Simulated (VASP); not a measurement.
The system is AlN.

```
CELL_PARAMETERS angstrom
0.00000 2.18829 2.18829
2.18829 0.00000 2.18829
2.18829 2.18829 0.00000
ATOMIC_POSITIONS crystal
Al 0.00000 0.00000 0.00000
N 0.25000 0.25000 0.25000
```

Measurements of this composition are mostly on another form, of space group No. 186.

Base run:

| Item | Value |
| --- | --- |
| Program | VASP 6.6.1 |
| Functional | TB-mBJ |
| Potentials or basis | VASP PAW PBE potentials, release 64 (Al, N) |
| Cutoff | 520 eV |
| k mesh | 10 × 10 × 10 |
| Occupations | gaussian, width 0.02 eV |
| Spin | no spin polarisation |

Its results: band gap on the k mesh 4.81 eV, indirect (least direct gap 5.28 eV).

The run is repeated on the same cell with these changes: functional from TB-mBJ to r2SCAN. What comes out?

Band gap on the k mesh 3.93 eV, indirect (least direct gap 4.84 eV).

Not every run made on this cell is shown here.
